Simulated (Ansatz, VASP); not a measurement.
# Two plane-wave programs on Si

The input INCAR:

```
ALGO     = Normal         # electronic algorithm
EDIFF    = 1E-6           # SCF threshold, eV
ENCUT    = 520            # plane-wave cutoff, eV
GGA      = CA             # functional
ISIF     = 2              # what is computed and relaxed
ISMEAR   = -1             # smearing method
LASPH    = True           # aspherical terms in the spheres
LCHARG   = True           # write CHGCAR
LELF     = True           # ELF
LREAL    = False          # projectors in reciprocal space
LVHAR    = True         
LWAVE    = False          # write WAVECAR
NBANDS   = 11             # bands
NELM     = 100            # most SCF steps
PREC     = Accurate       # precision mode
SIGMA    = 0.05           # smearing width, eV
```

File KPOINTS:

```
k-points
0
Gamma
  9 9 9
```

The input POSCAR:

```
Si
1.0
    0.0000000000      2.7016643898      2.7016643898
    2.7016643898      0.0000000000      2.7016643898
    2.7016643898      2.7016643898      0.0000000000
Si
2
Direct
    0.5000000000      0.5000000000      0.5000000000
    0.7500000000      0.7500000000      0.7500000000
```

Input for Ansatz:

```yaml
crystal:
  lattice:
    - [0.0, 2.7016643898, 2.7016643898]
    - [2.7016643898, 0.0, 2.7016643898]
    - [2.7016643898, 2.7016643898, 0.0]
  atoms:
    - { symbol: Si, position: [0.5, 0.5, 0.5] }
    - { symbol: Si, position: [0.75, 0.75, 0.75] }
hamiltonian:
  xc: lda
  pseudopotentials:
    kind: paw
    azcp:
      Si: "pseudopotentials/Si.paw.azcp"
basis:
  ecutwfc: 420
  fft_grid_basis: typed
kpoints:
  mp_grid: { grid: [9, 9, 9], shift: [0, 0, 0] }
magnetization:
  spin_polarized: false
scf:
  occupations: { method: fermi_dirac, width: 0.05 }
output:
  stress: true
```

Alike in both runs: task single point; functional LDA; k mesh 9 × 9 × 9; occupations fermi-dirac, width 0.05 eV; no spin polarisation.

|  | VASP | Ansatz |
| --- | --- | --- |
| version | VASP 6.6.1 | Ansatz 0.2.0 |
| potentials or method | VASP PAW LDA potentials, release 64 (Si) | plane waves (420 eV) with PAW, scalar-relativistic |
| plane-wave cutoff (eV) | 520 | 420 |
| valence electrons in the cell | 8 | 8 |

Ansatz gave:

| Item | Value |
| --- | --- |
| pressure (GPa) | -0.1 |

Estimate VASP's values.

pressure (GPa): 0.0.

Ansatz warned: «pseudo_functional_mismatch».
